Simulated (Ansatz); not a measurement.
SnSe in the zincblende structure was relaxed with 5 functionals in the PAW code Ansatz, cell and atoms free, the symmetry of the start kept (meshes: PBE 8×8×8, r2SCAN 6×6×6, PBEsol 6×6×6, LDA 6×6×6, HSE06 4×4×4). No spin polarisation and no zero-point or thermal motion; the cell was built from a prototype and may be hypothetical.

The LDA result:
```cif
data_structure
_symmetry_space_group_name_H-M 'F-43m'
_symmetry_Int_Tables_number 216
_cell_length_a 6.5848
_cell_length_b 6.5848
_cell_length_c 6.5848
_cell_angle_alpha 90.000
_cell_angle_beta 90.000
_cell_angle_gamma 90.000
_cell_volume 285.51
loop_
_atom_site_label
_atom_site_type_symbol
_atom_site_symmetry_multiplicity
_atom_site_Wyckoff_symbol
_atom_site_fract_x
_atom_site_fract_y
_atom_site_fract_z
_atom_site_occupancy
Sn1 Sn 4 a 0.00000 0.00000 0.00000 1
Se1 Se 4 d 0.25000 0.25000 0.75000 1
```

The symmetry is F-43m (No. 216, cubic); conventional cell a = 6.585 Å, 35.69 Å³ an atom. Around Sn lie 4 Se at 2.85 Å; around Se lie 4 Sn at 2.85 Å.

(1) How does the cell change with HSE06?

(2) What lattice does PBE give?

(3) Held at the r2SCAN cell, what mean stress do LDA and PBE find, and does its sign point to their own minimum?

The cell is metallic with LDA, and these meshes limit the relaxed cells of a metal. A gap that a hybrid shows on its coarser mesh alone may close between the points.

Answers

(1) a = 6.738 Å; the volume differs by +7.1 % from LDA's. Sn has 4 Se at 2.92 Å; Se has 4 Sn at 2.92 Å.

(2) a = 6.778 Å; the volume differs by +9.1 % from LDA's. Sn is surrounded by 4 Se at 2.94 Å; Se is surrounded by 4 Sn at 2.94 Å.

(3) Yes. LDA -2.03 GPa, and its relaxed volume is -6.3 % from r2SCAN's; PBE +0.75 GPa, and its relaxed volume is +2.3 % from r2SCAN's. Compression counts positive, so a positive stress asks for a larger cell.

No spin-orbit coupling is included; it can move band edges with weight on the heavy atoms by tenths of an eV.
